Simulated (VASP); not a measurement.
Input of a VASP 6.6.1 run:

INCAR

```
  PREC = Accurate
  ENCUT = 750
  EDIFF = 1E-8
  ISMEAR = 0
  SIGMA = 0.02
  LREAL = F
  LASPH = T
  NELM = 100
  ALGO = Normal
  ISIF = 2
  LWAVE = F
  LCHARG = F
  MAGMOM = 0 0 0 0 0 0 0 0 0
  LORBIT = 11
  LSORBIT = T
  GGA_COMPAT = F
  LMAXMIX = 4
  NBANDS = 42
```

Contents of KPOINTS:

```
regular mesh
0
Gamma
  9 9 9
```

POSCAR

```
MoS2
1.0
    1.5800000000      0.9122134253      6.1500000000
   -1.5800000000      0.9122134253      6.1500000000
    0.0000000000     -1.8244268506      6.1500000000
Mo S
1 2
Direct
    0.0000000000      0.0000000000      0.0000000000
    0.4170000000      0.4170000000      0.4170000000
    0.2500000000      0.2500000000      0.2500000000
```

Potentials or basis: VASP PAW LDA potentials, release 64 (Mo_sv, S).

The run is started by

```bash
$ cat potpaw_LDA.64/Mo_sv/POTCAR potpaw_LDA.64/S/POTCAR > POTCAR
$ mpirun -np 1 vasp_ncl > vasp.out
```

(1) Predict the largest force.

(2) What does it give for the pressure?

## Answers

(1) 0.099 eV/Å.

(2) -2.2 GPa.
